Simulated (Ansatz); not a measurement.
Predict the output of the script below (the Ansatz DFT code, driven from Python).

`md.py`
```python
# -*- coding: utf-8 -*-
import warnings

import ansatz as az
from ase import Atoms
from ase.neighborlist import neighbor_list
import numpy as np

config = {
    "max_iterations": 200,
    "extra_bands": 4,
    "functional": "r2scan",
    "kspacing": 1.0,
    "filling": "Gaussian",
    "n_steps": 10,
    "temperature_k": 300,
}

warnings.simplefilter("ignore", az.DeckWarning)

crystal = (
    az.Lattice.from_parameters(3.307787, 3.307787, 4.982882, alpha=90.0, beta=90.0, gamma=120.0)
    .atom("Mg", [1 / 3, 2 / 3, 0.00216])
    .atom("Mg", [2 / 3, 1 / 3, 0.50216])
    .atom("O", [1 / 3, 2 / 3, 0.40244])
    .atom("O", [2 / 3, 1 / 3, 0.90244])
)

calculation = (
    crystal.supercell(2, 1, 1).calculation()
    .scf(max_iterations=config["max_iterations"], extra_bands=config["extra_bands"], algorithm="density_mixing", self_checks="high")
    .functional(config["functional"])
    .kpoints(spacing=config["kspacing"])
    .occupations(config["filling"])
    .pseudopotentials("nc")
    .md("nvt_langevin", timestep=1.0, steps=config["n_steps"], temperature=config["temperature_k"], friction=0.01, seed=410)
)
steps = []


def collect(event):
    if event["event"] == "md_step":
        steps.append(event["data"])


result = calculation.session().plan().execute(on_event=collect)
data = result.report

for s in steps[::1]:
    print("%3d %7.1f fs  total %.4f eV  T %6.1f K" % (s["step"], s["time_fs"], s["lagrangian_ev"] + s["e_kin_ev"], s["temperature_k"]))

temperature = np.array([s["temperature_k"] for s in steps])
print(f"mean temperature of the second half {temperature[len(steps) // 2 :].mean():.1f} K")

with open("trajectory.xyz", "w") as handle:
    for s in steps[::5]:
        handle.write(f"{len(s['positions_ang'])}\nt = {s['time_fs']} fs\n")
        for site, xyz in zip(result.lattice.sites, s["positions_ang"]):
            handle.write("{} {:.4f} {:.4f} {:.4f}\n".format(site.symbol, *xyz))

symbols = [site.symbol for site in result.lattice.sites]
pairs = np.concatenate([neighbor_list("d", Atoms(symbols, positions=s["positions_ang"], cell=result.lattice.cell_ang, pbc=True), 4.5) for s in steps[len(steps) // 2 :]])
counts, edges = np.histogram(pairs, bins=np.arange(0.5, 4.51, 0.25))
for low, count in zip(edges, counts / (len(symbols) * len(steps[len(steps) // 2 :]))):
    print(f"{low:4.2f}-{low + 0.25:4.2f} A  {count:6.2f} neighbours an atom")
```

```console
$ python md.py
  0     0.0 fs  total -8468.5737 eV  T    0.0 K
  1     1.0 fs  total -8468.5701 eV  T    3.5 K
  2     2.0 fs  total -8468.5644 eV  T    8.9 K
  3     3.0 fs  total -8468.5563 eV  T   16.6 K
  4     4.0 fs  total -8468.5539 eV  T   18.5 K
  5     5.0 fs  total -8468.5553 eV  T   16.7 K
  6     6.0 fs  total -8468.5549 eV  T   16.6 K
  7     7.0 fs  total -8468.5455 eV  T   25.2 K
  8     8.0 fs  total -8468.5354 eV  T   34.5 K
  9     9.0 fs  total -8468.5212 eV  T   47.5 K
 10    10.0 fs  total -8468.5219 eV  T   45.7 K
mean temperature of the second half 31.0 K
0.50-0.75 A    0.00 neighbours an atom
0.75-1.00 A    0.00 neighbours an atom
1.00-1.25 A    0.00 neighbours an atom
1.25-1.50 A    0.00 neighbours an atom
1.50-1.75 A    0.00 neighbours an atom
1.75-2.00 A    3.75 neighbours an atom
2.00-2.25 A    0.25 neighbours an atom
2.25-2.50 A    0.00 neighbours an atom
2.50-2.75 A    0.00 neighbours an atom
2.75-3.00 A    0.88 neighbours an atom
3.00-3.25 A    6.12 neighbours an atom
3.25-3.50 A    6.00 neighbours an atom
3.50-3.75 A    0.00 neighbours an atom
3.75-4.00 A    9.00 neighbours an atom
4.00-4.25 A    0.00 neighbours an atom
4.25-4.50 A    6.00 neighbours an atom
```

File `trajectory.xyz` afterwards:
```text
8
t = 0.0 fs
Mg 0.0000 1.9098 0.0108
Mg 1.6539 0.9549 2.5022
O 0.0000 1.9098 2.0053
O 1.6539 0.9549 4.4968
Mg 3.3078 1.9098 0.0108
Mg 4.9617 0.9549 2.5022
O 3.3078 1.9098 2.0053
O 4.9617 0.9549 4.4968
8
t = 5.0 fs
Mg -0.0036 1.9090 0.0090
Mg 1.6546 0.9547 2.5024
O 0.0032 1.9098 2.0041
O 1.6550 0.9587 4.4997
Mg 3.3069 1.9121 0.0170
Mg 4.9667 0.9562 2.4998
O 3.3077 1.9079 2.0037
O 4.9622 0.9581 4.5021
8
t = 10.0 fs
Mg 0.0004 1.9127 0.0126
Mg 1.6554 0.9548 2.5046
O 0.0125 1.9186 2.0012
O 1.6541 0.9621 4.4998
Mg 3.3074 1.9108 0.0280
Mg 4.9745 0.9634 2.4946
O 3.3067 1.9139 2.0074
O 4.9661 0.9632 4.5056
```

Caveats:
- The settings weren't tested for convergence.
- Such functionals run on norm-conserving files made under PBE, which can move pressures by some GPa.
- This cell is a computed structure, which may not be the phase found in nature.
- A small cell, a coarse mesh and a very short run: it shows the set-up and gives no equilibrium averages.
- Wall time of the script: 3.2 min on 1 thread of Intel(R) Xeon(R) 6975P-C (Granite Rapids) (shared host), peak memory 1.4 GiB.

(A comment or docstring line of the script was reworded after the run, the code is as it ran; lines on the test bed's own set-up are left out of the output.)
